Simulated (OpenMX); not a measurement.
The system is ZrB2.

```
CELL_PARAMETERS angstrom
3.17000 0.00000 0.00000
-1.58500 2.74530 0.00000
0.00000 0.00000 3.53300
ATOMIC_POSITIONS crystal
Zr 0.00000 0.00000 0.00000
B 0.66667 0.33333 0.50000
B 0.33333 0.66667 0.50000
```

```yaml
Program: OpenMX 3.8.5
Task: single point
Functional: PBE
Potentials_or_basis: OpenMX 2013 PBE set, Zr7.0-s3p2d2, B7.0-s2p2d1, grid cutoff 400 Ry
k_mesh: 11 × 11 × 9
Occupations: fermi-dirac, width 0.05 eV
Spin: no spin polarisation
```

On this cell: pressure 2.0 GPa; largest force 0.007 eV/Å; band gap on the k mesh none (metal or under the smearing width).

The same run follows on a disturbed copy (atoms moved at random, drawn with an rms of 0.05 Å):

```
Zr B
1.0
     3.17000    0.00000    0.00000
    -1.58500    2.74530    0.00000
     0.00000    0.00000    3.53300
Zr B
1 2
Cartesian
  -0.0317 0.0579 -0.0309
  1.5522 0.9061 1.7516
  0.0305 1.8258 1.8164
```

Problem. What does the disturbed cell give?

Solution. The energy (extrapolated to zero smearing) moves by +29.6 meV/atom; pressure 3.0 GPa; largest force 1.287 eV/Å; band gap on the k mesh none (metal or under the smearing width).

Forces on the atoms (eV/Å):
```
Zr   0.387 -0.862  0.744
B    0.547  0.415  0.021
B   -0.933  0.449 -0.764
```

Caveats: the basis of atomic orbitals isn't converged, which shifts pressures, moduli and gaps.
